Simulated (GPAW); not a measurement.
Runs of GPAW 26.7.0 on LiCl. The structure is cubic, space group Fm-3m (No. 225). The conventional cell has a = 5.130 Å, b = 5.130 Å, c = 5.130 Å, α = 90.00°, β = 90.00°, γ = 90.00°. Cl (site symmetry m-3m) has 6 Li at 2.56 Å as nearest neighbours. Li (site symmetry m-3m) has 6 Cl at 2.56 Å as nearest neighbours. 

| task | level | potentials or basis | k mesh | maxiter | band path | band points | data set | other keys | mesh quality | gap on the mesh (eV) | pressure (GPa) | V0 of scaled cells (Å³/atom) | B0 (GPa) |
| --- | --- | --- | --- | --- | --- | --- | --- | --- | --- | --- | --- | --- | --- |
| single point | PBE | GPAW PAW data sets (gpaw-data 1.2.1), pw | 5 × 5 × 5 | 80 | - | - | - | several, not listed | coarse | (a) | 0.5 | - | - |
| band structure | LDA | JTH PAW 2.0, LDA, pw | 7 × 7 × 7 | 150 | GXWKGLUWLK,UX | 60 | Cl jth, Li jth | - | not flagged | 5.99 | -3.0 | - | - |
| band structure | LDA | the program's PAW data sets (release 1.2.1) made for this functional, pw | 7 × 7 × 7 | 150 | GXWKGLUWLK,UX | 60 | - | - | not flagged | 5.98 | -2.8 | - | - |
| equation of state | C09-vdW | GPAW PAW data sets (gpaw-data 1.2.1), pw | 7 × 7 × 7 | 150 | - | - | - | - | not flagged | - | - | 16.63 | 34 |
| equation of state | PBE | PAW data sets generated in the run's folder for this functional, pw | 7 × 7 × 7 | 150 | - | - | - | - | not flagged | - | - | 17.12 | (b) |
| equation of state | SOGGA | PAW data sets generated in the run's folder for this functional, pw | 7 × 7 × 7 | 150 | - | - | - | - | not flagged | - | - | (c) | 36 |

Alike in all rows: no spin polarisation; cell as given; cutoff (eV) 800; smearing fermi-dirac 0.05 eV.

Q: Fill in the values left out.

A: (a) 6.32; (b) 32; (c) 16.17.

Caveats: some runs use coarse meshes; the program truncates these outside data sets (some runs); the PAW data sets were made with another functional, which shifts forces and pressure a little (some runs).

The runs don't all hold the same shells in valence.
